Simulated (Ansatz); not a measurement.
Input and command of a calculation in Ansatz (plane waves; scalar-relativistic PAW potentials unless the input names others):

```yaml
crystal:
  lattice:
    - [0.0, 2.8353109284, 2.8353109284]
    - [2.8353109284, 0.0, 2.8353109284]
    - [2.8353109284, 2.8353109284, 0.0]
  atoms:
    - { symbol: Zn, position: [0.0, 0.0, 0.0] }
    - { symbol: Se, position: [0.75, 0.75, 0.75] }
basis:
  ecutwfc: 420
kpoints:
  mp_grid: { grid: [8, 8, 8] }
hamiltonian:
  xc: pbe
scf:
  occupations: { method: fermi_dirac, width: 0.15 }
  algorithm: direct_min
output:
  forces: true
  eigenvalues: true
  stress: true
```

```bash
ansatz run input.yaml --threads 1 --pin off --max-ram 3072MiB --backend cpu --events-out ev --progress --plain --runs-dir out
```

Abridged log:
```
Pseudopotentials: kind: paw
Pseudopotential: Zn, paw, valence charge 12, recommended cutoff 420 eV (normal)
Pseudopotential: Se, paw, valence charge 16, recommended cutoff 420 eV (normal)
Functional definition: PBE
Crystal: 2 atoms, lattice volume = 45.586 Å³
Basis set: ecut = 420 eV, 893 PW (Γ), exchange–correlation on 54×54×54 points (8 copies of the dense FFT grid, shifted against one another)
Bands: 18, of which v1, the nominal top of the filled ones, is band 14 counted from 1 (13 counted from 0)
Symmetry: 24 space group operations
Space group: F-43m (ITA 216), of the structure as read, at distance tolerance 3.6e-5 Å
k-points: 29 of 512 (time reversal used)
Initial density: superposition of atomic densities (neutral atoms: chi_scale 0, normalization atom), corrected by the library's trained network
Initial wavefunctions: pseudopotential atomic-orbital guess
Functional: x = pbe(κ = 0.804, μ = 0.21951497), c = pbe(β = 0.06672455)
SCF iter   1: F=—  HF=-8789.527163 eV  |F-HF|=—  |Δ(HF+E_count)|=         —  Δρ=8.49e-4  dr2=5.29e-4  ethr=1.77e-3  ⟨swp⟩=9.1  Hψ=2392  notcnv=0
SCF iter   2: F=—  HF=-8789.527263 eV  |F-HF|=—  |Δ(HF+E_count)|=   9.99e-5  Δρ=3.18e-4  dr2=6.14e-5  ethr=1.89e-6  ⟨swp⟩=4.1  Hψ=1411  notcnv=0  defer=1
SCF iter   3: F=—  HF=-8789.527237 eV  |F-HF|=—  |Δ(HF+E_count)|=   2.62e-5  Δρ=3.93e-5  dr2=7.42e-7  ethr=2.38e-9  ⟨swp⟩=4.0  Hψ=2655  notcnv=0
SCF iter   4: F=—  HF=-8789.527234 eV  |F-HF|=—  |Δ(HF+E_count)|=   2.63e-6  Δρ=1.26e-5  dr2=1.11e-7  ethr=2.38e-9  ⟨swp⟩=3.5  Hψ=1186  notcnv=0
SCF iter   5: F=-8789.527234 eV  HF=-8789.527234 eV  |F-HF|=1.04e-9  |Δ(HF+E_count)|=   4.50e-8  Δρ=1.73e-6  dr2=1.44e-9  ethr=3.97e-10  ⟨swp⟩=2.8  Hψ=969  notcnv=0
SCF 1 converged in 5 iterations: F = -8789.527234 eV  dr2 = 1.44e-9
  Residual-converged pass: ⟨swp⟩=3.3  Hψ=1344  notcnv=0  max |occ|·‖R‖ = 6.3e-6 eV (tolerance 6.7e-6 eV) dr2=1.89e-9  dr2_onsite=3.30e-10  max |Δocc| = 1.3e-9
SCF converged after 5 iterations
Stability not checked: this state was not tested for a lower state beside it, because a direct minimisation reached the state, and no test of it is asked (direct_minimisation; see scf.lower_state_search)
Free energy (F): -8789.527234 eV
Harris-Foulkes:  -8789.527234 eV  (|F-HF|=1.04e-9)
Internal energy: -8789.526863 eV  (E = F + TS)
E sigma→0 (E₀):  -8789.527048 eV
Entropy (-TS):   -0.000371 eV (-0.185 meV/atom)
Fermi energy:    7.601545 eV
--- Forces (eV/Å), atoms counted from 1 ---
  atom   1  Zn     0.00000000     0.00000000     0.00000000
  atom   2  Se     0.00000000     0.00000000     0.00000000
--- Stress (GPa, compression-positive) ---
        2.002444       0.000000       0.000000
        0.000000       2.002444       0.000000
        0.000000       0.000000       2.002444
  P = ⅓ Tr σ = 2.0024 GPa (20.024 kbar)
```

Apart from outputs, empty bands and the relaxation, which only the reference makes, the input differs from a reference run on usual settings in scf.occupations.method: "fixed" → "fermi_dirac"; scf.occupations.width: not typed → 0.15; scf.algorithm: not typed → "direct_min". The reference, at the same geometry, ended its own course with pressure 2.00 GPa, largest force 0.000 eV/Å, gap on the mesh 1.28 eV. This run converged in 5 SCF iterations with an energy at zero smearing 0.06 meV/atom above the reference's, pressure 2.00 GPa, largest force 0.000 eV/Å, gap on the mesh 1.28 eV.

It took 4 s on 1 thread of Arm Neoverse V2 (shared host), peak memory 0.33 GiB.